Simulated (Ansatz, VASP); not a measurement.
**Tl: VASP beside Ansatz**

```xyz
1
Lattice="3.4031 0.0000 0.0000 -1.7015 2.9472 0.0000 0.0000 0.0000 3.2867" Properties=species:S:1:pos:R:3 pbc="T T T"
Tl    0.0000    0.0000    1.6434
```

Alike in both runs: functional PBE; k mesh 6 × 6 × 6; occupations gaussian, width 0.1 eV; no spin polarisation.

Ansatz relaxed the structure, and its values are those at the end. VASP's run is a single point on that final structure, the one shown.

```csv
,VASP,Ansatz
version,VASP 6.6.1,Ansatz 0.2.0
potentials or method,"VASP PAW PBE potentials, release 64 (Tl_d)","scalar-relativistic, plane waves, PAW"
plane-wave cutoff (eV),520,420
valence electrons in the cell,13,13
```

Ansatz gave:

| Quantity | Value |
| --- | --- |
| gap on the k mesh at the Fermi level (eV) | none |
| pressure (GPa) | 0.1 |

Problem. Which values does VASP return?

Solution. gap on the k mesh at the Fermi level (eV): none; pressure (GPa): 0.0.

A gap of «none» marks a metal or a gap that the smearing closes. The functional is the same, so the differences come from potentials, cutoffs and numerics.

The runs have no spin-orbit coupling, so splittings on Tl are missing.
